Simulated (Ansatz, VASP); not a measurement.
# Cross-check of AlGaAs2 between VASP and Ansatz, part 2 of 3

Aim: how closely do two programs agree when they are given the same cell, functional and k mesh? The cell is taken from a series of runs on this material, whose earlier steps may have relaxed, scaled, displaced or heated it; both programs get it as it stands.

VASP 6.6.1 and Ansatz 0.2.0.

So far: Starting point; VASP: relaxation of cell and atoms, PBEsol, pair 1.

## 3. Ansatz: relaxation of cell and atoms, PBEsol, pair 1

Level of this step: Ansatz beside VASP: Kohn-Sham DFT, plane waves, PBEsol (Ansatz).

Ansatz runs on its default PAW (the set named soft_2) files.

The same cell, functional, mesh and smearing now go to Ansatz, which takes its cutoff from its data sets.

input.yaml

```yaml
crystal:
  lattice:
    - [4.0002798379, 0.0, 0.0]
    - [0.0, 4.0002798379, 0.0]
    - [0.0, 0.0, 22.6290089107]
  atoms:
    - { symbol: Ga, position: [0.0, 0.0, 0.0312892196] }
    - { symbol: As, position: [0.5, 0.0, 0.0937107804] }
    - { symbol: Ga, position: [0.5, 0.5, 0.1561323413] }
    - { symbol: As, position: [0.0, 0.5, 0.2185539021] }
    - { symbol: Ga, position: [0.0, 0.0, 0.280975463] }
    - { symbol: As, position: [0.5, 0.0, 0.3433970239] }
    - { symbol: Ga, position: [0.5, 0.5, 0.4058185847] }
    - { symbol: As, position: [0.0, 0.5, 0.4682401456] }
    - { symbol: Al, position: [0.0, 0.0, 0.5306617064] }
    - { symbol: As, position: [0.5, 0.0, 0.5932401456] }
    - { symbol: Al, position: [0.5, 0.5, 0.6558185847] }
    - { symbol: As, position: [0.0, 0.5, 0.7183970239] }
    - { symbol: Al, position: [0.0, 0.0, 0.780975463] }
    - { symbol: As, position: [0.5, 0.0, 0.8435539021] }
    - { symbol: Al, position: [0.5, 0.5, 0.9061323413] }
    - { symbol: As, position: [0.0, 0.5, 0.9687107804] }
kpoints:
  mp_grid: { grid: [6, 6, 2] }
hamiltonian:
  xc: pbesol
scf:
  occupations: { method: fermi_dirac, width: 0.02 }
relax:
  f_tol: 0.015
  max_steps: 100
  cell: {}
output:
  write_density: true
  write_potential: true
  elf: true
  volumetric_format: npy
```

Started as:

```sh
$ ansatz run input.yaml --threads 3 --pin off --max-ram 92160MiB --backend cuda --devices 1 --max-vram 13GiB --events-out ev --progress --plain --runs-dir out
```

Numbers of over 12 decimals in the logs are rounded to 6 here.

What it wrote:

```text
GPUs: using 1 of 1 available (devices: 1).
Engine: ansatz 0.2.0, x86_64-unknown-linux-gnu
Pseudopotentials: kind: paw
Pseudopotential: Ga, paw, valence charge 13, recommended cutoff 420 eV (normal), Ga.paw.azcp
Pseudopotential: As, paw, valence charge 15, recommended cutoff 420 eV (normal), As.paw.azcp
Pseudopotential: Al, paw, valence charge 3, recommended cutoff 420 eV (normal), Al.paw.azcp
Functional definition: PBEsol
  exchange = pbesol_x
  correlation = pbesol_c
device memory: the entry about to start is reckoned to put 5.6 GiB on a device that reports 51.0 GiB free (of which the cap on the GPU budget leaves the run 13.0 GiB)
GPU FFT provider: cuFFT
GPU libraries: cuBLAS 13.8.2, cuFFT 12.4.0, cuSOLVER 12.3.4
Crystal: 16 atoms, lattice volume = 362.115 Å³
Basis set: ecut = 420 eV, 7091 PW (Γ), exchange–correlation on 54×54×320 points (8 copies of the dense FFT grid, shifted against one another)
Bands: 111, of which v1, the nominal top of the filled ones, is band 92 counted from 1 (91 counted from 0)
Symmetry: 4 space group operations
Space group: Pmm2 (ITA 25), of the structure as read, at distance tolerance 7.1e-5 Å
k-points: 32 of 72
Non-local potential: Ga, projectors of the file, l = 0: 2, l = 1: 2, l = 2: 3, l = 3: 1
Non-local potential: As, projectors of the file, l = 0: 2, l = 1: 2, l = 2: 3, l = 3: 1
Non-local potential: Al, projectors of the file, l = 0: 2, l = 1: 2, l = 2: 1
PAW form: soft (Blöchl's): semilocal exchange-correlation on the pseudo side does not see the compensation charge
PAW frozen core: Ga, regenerated for the run's functional, and the local potential with it (the file was generated under x = pbe(κ = 0.804, μ = 0.219515), c = pbe(β = 0.066725))
PAW frozen core: As, regenerated for the run's functional, and the local potential with it (the file was generated under x = pbe(κ = 0.804, μ = 0.219515), c = pbe(β = 0.066725))
PAW frozen core: Al, regenerated for the run's functional, and the local potential with it (the file was generated under x = pbe(κ = 0.804, μ = 0.219515), c = pbe(β = 0.066725))
PAW one-centre angular grid: Ga, 590 points (default); XC on 64 Gauss nodes
PAW one-centre angular grid: As, 590 points (default); XC on 64 Gauss nodes
PAW one-centre angular grid: Al, 110 points (default); XC on 64 Gauss nodes
Initial density: superposition of atomic densities (neutral atoms: chi_scale 0, normalization atom), corrected by the library's trained network
Initial wavefunctions: pseudopotential atomic-orbital guess
GPU buffer pool allocated for 116640 grid points (all kernels)
GPU transforms: local potential and band sums: pruned to the plane-wave sphere, on 27×27×160
Functional: x = pbesol(κ = 0.804, μ = 0.123457), c = pbesol(β = 0.046)
SCF iter   1: F=—  HF=-55581.163168 eV  |F-HF|=—  |Δ(HF+E_count)|=         —  Δρ=2.92e-3  dr2=5.56e-2  ethr=1.77e-3  ⟨swp⟩=6.1  Hψ=13169  notcnv=0  defer=61
preconditioner: auto → Resta (q_TF=auto, 2.437 Å⁻¹)  ε∞=3.6  [insulator: Δε(μ)=1.010 eV  Ē_g=12.377 eV  σ=0.020 eV  W_gap=1.00  n_scr=96 (ndim 8)  ℏωp=19.9 eV  f_vac=0.038  D(μ)=0.00/eV (n_scr^D=0)  ε∞_Penn≈3.6]
SCF iter   2: F=—  HF=-55581.143738 eV  |F-HF|=—  |Δ(HF+E_count)|=   1.94e-2  Δρ=1.60e-3  dr2=1.50e-2  ethr=3.02e-5  ⟨swp⟩=3.0  Hψ=7196  notcnv=0  defer=377
SCF iter   3: F=—  HF=-55581.142486 eV  |F-HF|=—  |Δ(HF+E_count)|=   1.25e-3  Δρ=5.70e-4  dr2=4.39e-3  ethr=8.17e-6  ⟨swp⟩=2.9  Hψ=5026  notcnv=0  defer=377
SCF iter   4: F=—  HF=-55581.142593 eV  |F-HF|=—  |Δ(HF+E_count)|=   1.07e-4  Δρ=2.20e-4  dr2=8.10e-4  ethr=2.39e-6  ⟨swp⟩=2.0  Hψ=5030  notcnv=0  defer=377
SCF iter   5: F=—  HF=-55581.142025 eV  |F-HF|=—  |Δ(HF+E_count)|=   5.68e-4  Δρ=9.68e-5  dr2=4.71e-5  ethr=4.40e-7  ⟨swp⟩=2.0  Hψ=3666  notcnv=0  defer=377
SCF iter   6: F=—  HF=-55581.142762 eV  |F-HF|=—  |Δ(HF+E_count)|=   7.36e-4  Δρ=5.16e-5  dr2=1.26e-5  ethr=2.56e-8  ⟨swp⟩=2.0  Hψ=5928  notcnv=0  defer=377
SCF iter   7: F=—  HF=-55581.142761 eV  |F-HF|=—  |Δ(HF+E_count)|=   7.00e-7  Δρ=1.44e-5  dr2=5.11e-7  ethr=6.87e-9  ⟨swp⟩=2.0  Hψ=4838  notcnv=0  defer=377
SCF iter   8: F=-55581.142762 eV  HF=-55581.142762 eV  |F-HF|=2.10e-8  |Δ(HF+E_count)|=   7.50e-7  Δρ=3.85e-6  dr2=4.98e-8  ethr=5.43e-11  ⟨swp⟩=8.0  Hψ=26940  notcnv=0
SCF 1 converged in 8 iterations: F = -55581.142762 eV  dr2 = 4.98e-8
  greatest PAW one-centre occupation: 0.999 electrons in one spin orbital (limit 2), on the As atom at site 3 (counted from 0), in its partial waves of l = 2
relax step   1: F+E_penalty+E_count = -55581.14276169 eV  Δ(F+E_penalty+E_count) = +0.000e0 eV  max|allowed force component| = 3.258e-2 eV/Å  Δτ_max = 0.0000 Å  P = +0.382 GPa  Ω = 362.115 Å³  (8 SCF iters, dr2 threshold 1.00e-7 eV, accepted)
device memory: the entry about to start is reckoned to put 5.2 GiB (of the 5.6 GiB reckoned in all, the device holds 0.4 GiB already) on a device that reports 56.7 GiB free (of which the cap on the GPU budget leaves the run 12.6 GiB)
[...]
SCF iter   5: F=-55581.145888 eV  HF=-55581.145888 eV  |F-HF|=7.28e-11  |Δ(HF+E_count)|=  1.46e-10  Δρ=1.58e-7  dr2=1.53e-10  ethr=1.00e-12  ⟨swp⟩=6.4  Hψ=16014  notcnv=0
SCF 4 converged in 5 iterations: F = -55581.145888 eV  dr2 = 1.53e-10
relax step   4: F+E_penalty+E_count = -55581.14588759 eV  Δ(F+E_penalty+E_count) = -3.364e-4 eV  max|allowed force component| = 1.193e-3 eV/Å  Δτ_max = 0.0000 Å  P = +0.003 GPa  Ω = 364.022 Å³  stress off target by 4.33e-3 GPa  SCF on the basis re-selected at this cell (its energy is not comparable with the rows above)  (5 SCF iters)
basis re-selected at this cell: Δ(F+E_penalty+E_count) = -3.364e-4 eV, ΔP = +0.001 GPa vs the last step (what re-selecting the basis moved, of the pressure what is left beyond the Pulay correction that the steps carried, after the strain that the cell walked since its last selection, with what the two solves' SCF thresholds leave and, on support functions, any second-order correction that the steps lacked; it is no m [...]
SCF converged after 5 iterations
Free energy (F): -55581.145888 eV
Harris-Foulkes:  -55581.145888 eV  (|F-HF|=7.28e-11)
Internal energy: -55581.145888 eV  (E = F + TS)
E sigma→0 (E₀):  -55581.145888 eV
Fermi energy:    7.660119 eV
--- Per-component energies (eV) ---
  E_band       = -2375.591576
  E_kinetic    = 1383.572502
  E_local      = -33415.502449  (includes V_loc(G=0)·N_el)
  E_nonlocal   = -3599.441150
  E_hartree    = 17027.431632
  E_xc         = -1060.468628
  E_vxc        = -982.524995  (∫ρ·V_xc dr)
  E_paw        = -23964.397173  (= ΣΔE_a)
  E_vpaw       = 183.440654  (= ΣTr[D̂ρ^β])
  E_aug_tail   = -0.000505  (compensation charges beyond the density's cutoff)
  E_ewald      = -11963.600013
  E_core_change = 11.259897  (= ΣΔE_core)
  E_smearing   = -0.000000  (= −TS)
  E_closure    = 0.000000  (closes the sum)
  Σ components = -55581.145888   (vs F -55581.145888, Δ=0.00e0)
--- Forces (eV/Å), atoms counted from 1 ---
  atom   1  Ga     0.00000000     0.00000000    -0.00119306
  atom   2  As     0.00000000     0.00000000    -0.00019164
  atom   3  Ga     0.00000000     0.00000000     0.00007024
  atom   4  As     0.00000000     0.00000000     0.00003139
  atom   5  Ga     0.00000000     0.00000000     0.00004802
  atom   6  As     0.00000000     0.00000000     0.00019166
  atom   7  Ga     0.00000000     0.00000000     0.00115754
  atom   8  As     0.00000000     0.00000000    -0.00005041
  atom   9  Al     0.00000000     0.00000000     0.00032514
  atom  10  As     0.00000000     0.00000000     0.00021983
  atom  11  Al     0.00000000     0.00000000     0.00003979
  atom  12  As     0.00000000     0.00000000    -0.00004330
  atom  13  Al     0.00000000     0.00000000    -0.00004717
  atom  14  As     0.00000000     0.00000000    -0.00030797
  atom  15  Al     0.00000000     0.00000000    -0.00031400
  atom  16  As     0.00000000     0.00000000     0.00006381
  max |Σ_I F_I| component: 1.50e-7 eV/Å
--- Stress (GPa, compression-positive) ---
        0.003192       0.000000       0.000000
        0.000000       0.001758       0.000000
        0.000000       0.000000       0.004329
  P = ⅓ Tr σ = 0.0031 GPa (0.031 kbar)
--- Band table (eV; the first three rows and the last of 32) ---
  k-point 0: bands = [... 88 lower, 6.5245, 7.1165, 7.1416, 7.1418, 8.1612, 8.3488, 8.6051, 8.7341, ... 15 higher]
  k-point 1: bands = [... 88 lower, 6.7931, 6.7932, 7.0693, 7.0694, 8.3198, 8.5641, 8.6428, 8.8770, ... 15 higher]
  k-point 2: bands = [... 88 lower, 6.5379, 6.6957, 6.7502, 7.0510, 8.7859, 9.0538, 9.1331, 9.1754, ... 15 higher]
  k-point 31: bands = [... 88 lower, 4.5394, 4.5589, 4.5639, 4.5765, 8.5525, 8.6094, 8.8835, 8.9131, ... 15 higher]
--- Relaxed structure (3 steps of the walk, 3 accepted, 1 SCFs on fresh bases) ---
  F+E_penalty+E_count = -55581.14588759 eV   max|allowed force component| = 1.193e-3 eV/Å   (the final SCF, on the basis selected at the relaxed cell)
  cell:  # Å, volume = 364.0222 Å³
    - [4.011879, 0.0, 0.0]
    - [0.0, 4.011935, 0.0]
    - [0.0, 0.0, 22.616544]
  atoms:
    - { symbol: Ga, position: [0.0, 0.0, 0.031555] }
    - { symbol: As, position: [0.5, 0.0, 0.093872] }
    - { symbol: Ga, position: [0.5, 0.5, 0.156160] }
    - { symbol: As, position: [0.0, 0.5, 0.218474] }
    - { symbol: Ga, position: [0.0, 0.0, 0.280788] }
    - { symbol: As, position: [0.5, 0.0, 0.343078] }
    - { symbol: Ga, position: [0.5, 0.5, 0.405395] }
    - { symbol: As, position: [0.0, 0.5, 0.467935] }
    - { symbol: Al, position: [0.0, 0.0, 0.530417] }
    - { symbol: As, position: [0.5, 0.0, 0.593092] }
    - { symbol: Al, position: [0.5, 0.5, 0.655783] }
    - { symbol: As, position: [0.0, 0.5, 0.718477] }
    - { symbol: Al, position: [0.0, 0.0, 0.781169] }
    - { symbol: As, position: [0.5, 0.0, 0.843861] }
    - { symbol: Al, position: [0.5, 0.5, 0.906534] }
    - { symbol: As, position: [0.0, 0.5, 0.969017] }
```

In the SCF lines HF is the Harris–Foulkes energy and dr2 the Hartree energy of the density residual, in eV; the loop may stop once dr2 is under the threshold and the program's other checks hold. Hψ counts applications of the Hamiltonian.

## 4. Comparison

Known differences besides the potentials themselves: the data sets hold 184 valence electrons in Ansatz (on its default PAW (the set named soft_2) files) and 104 in VASP; the cutoff is 420 eV in Ansatz and 500 eV in VASP; Ansatz makes its cores anew for this functional, VASP keeps those of its PBE data sets; Ansatz adds a Pulay correction to the stress that steers its cell, VASP none. Total energies have different zeros and are not compared.

The two programs side by side:

```csv
quantity,Ansatz,VASP,difference
volume (Å³),364.02,365.14,-0.31 %
"edge a after relaxation, in the typed setting (Å)",4.012,4.016,-0.10 %
"edge c after relaxation, in the typed setting (Å)",22.616,22.642,-0.11 %
```

## 5. VASP: relaxation of cell and atoms, PBEsol, pair 2

The relaxed volume is the usual yardstick between codes: in a stiff, nearly cubic crystal its relative difference is about their pressure difference at one cell divided by the bulk modulus. This pair takes another cell of the material, with 24 atoms against 16 for the pair before.

INCAR

```
SYSTEM = AlGaAs2
PREC = Accurate
ENCUT = 500
EDIFF = 1E-07
NELM = 120
ISMEAR = -1
SIGMA = 0.02
LREAL = .FALSE.
ALGO = Normal
GGA = PS
NBANDS = 102
LORBIT = 11
LWAVE = .FALSE.
LCHARG = .FALSE.
ISIF = 3
IBRION = 2
NSW = 80
EDIFFG = -0.005
LASPH = .TRUE.
GGA_COMPAT = .FALSE.
NELMIN = 4
EFERMI = MIDGAP
KPAR = 4
```

POSCAR

```
AlGaAs2
1.0
    4.0002800000      0.0000000000      0.0000000000
    0.0000000000      4.0002800000      0.0000000000
    0.0000000000      0.0000000000     33.9435130000
Ga As Al
6 12 6
Direct
    0.0000000000      0.0000000000      0.0208594791
    0.5000000000      0.5000000000      0.1040882245
    0.0000000000      0.0000000000      0.1873169698
    0.5000000000      0.5000000000      0.2705457152
    0.0000000000      0.0000000000      0.3537744605
    0.5000000000      0.5000000000      0.4370032353
    0.5000000000      0.0000000000      0.0624738518
    0.0000000000      0.5000000000      0.1457025971
    0.5000000000      0.0000000000      0.2289313425
    0.0000000000      0.5000000000      0.3121600878
    0.5000000000      0.0000000000      0.3953888627
    0.0000000000      0.5000000000      0.4786176080
    0.5000000000      0.0000000000      0.5619509389
    0.0000000000      0.5000000000      0.6453888553
    0.5000000000      0.0000000000      0.7288267717
    0.0000000000      0.5000000000      0.8122646881
    0.5000000000      0.0000000000      0.8957026045
    0.0000000000      0.5000000000      0.9791405209
    0.0000000000      0.0000000000      0.5202319807
    0.5000000000      0.5000000000      0.6036698971
    0.0000000000      0.0000000000      0.6871078135
    0.5000000000      0.5000000000      0.7705457299
    0.0000000000      0.0000000000      0.8539836463
    0.5000000000      0.5000000000      0.9374215627
```

KPOINTS

```
Automatic mesh
0
Gamma
6 6 1
0 0 0
```

PAW data sets: Ga_d, As and Al (PBE family, release 64).

Started as:

```sh
$ mpirun -np 4 vasp_std
```

What it wrote:

```text
[banner, memory and clock lines left out]
running    4 mpi-ranks, on    1 nodes
[...]
|                                                                             |
|               ----> ADVICE to this user running VASP <----                  |
|                                                                             |
|     You have a (more or less) 'large supercell' and for larger cells it     |
|     might be more efficient to use real-space projection operators.         |
|     Therefore, try LREAL= Auto in the INCAR file.                           |
|     Mind: For very accurate calculation, you might also keep the            |
|     reciprocal projection scheme (i.e. LREAL=.FALSE.).                      |
|                                                                             |

 [... a notice as in an earlier step ...]

 LDA part: xc-table for (Slater+PW92), standard interpolation
 POSCAR, INCAR and KPOINTS ok, starting setup
[...]
entering main loop
[...]
DAV:   4    -0.116592381951E+03   -0.24646E+02   -0.24255E+02  4282   0.496E+01
[...]
DAV:  14    -0.114845072099E+03   -0.14753E-05   -0.14282E-05  4422   0.230E-02    0.192E-03
DAV:  15    -0.114845072575E+03   -0.47596E-06   -0.38278E-06  3896   0.142E-02    0.119E-03
DAV:  16    -0.114845072631E+03   -0.56918E-07   -0.49915E-07  2762   0.806E-03
   1 F= -.11484507E+03 E0= -.11484507E+03  d E =-.114845E+03
[... from here on, the cycles between the ionic steps are left out ...]
   2 F= -.11485202E+03 E0= -.11485202E+03  d E =-.694390E-02
  11 F= -.11485462E+03 E0= -.11485462E+03  d E =-.231324E-03
  12 F= -.11485465E+03 E0= -.11485465E+03  d E =-.302045E-04
  13 F= -.11485472E+03 E0= -.11485472E+03  d E =-.949763E-04
  14 F= -.11485473E+03 E0= -.11485473E+03  d E =-.109583E-03
  15 F= -.11485474E+03 E0= -.11485474E+03  d E =-.122001E-03
  16 F= -.11485478E+03 E0= -.11485478E+03  d E =-.321979E-04
  17 F= -.11485482E+03 E0= -.11485482E+03  d E =-.737606E-04
  18 F= -.11485478E+03 E0= -.11485478E+03  d E =-.350845E-04
  19 F= -.11485482E+03 E0= -.11485482E+03  d E =-.787867E-04
  20 F= -.11485485E+03 E0= -.11485485E+03  d E =-.305320E-04
  21 F= -.11485487E+03 E0= -.11485487E+03  d E =-.467504E-04
[...]
reached required accuracy - stopping structural energy minimisation
```

[end of part 2 of 3]

[Lines on the potential files, build, host, timing and source positions are cut from VASP's logs without a mark.]

[Logs are printed without paths, hosts, clocks, repeated set-up lines and the standing remarks that a program may print on its own settings, such as how far it seeks lower states.]

[Hosts, paths, dates, database ids (printed as entryN), source tags and the programs' standing remarks are cut or masked in the printed files.]
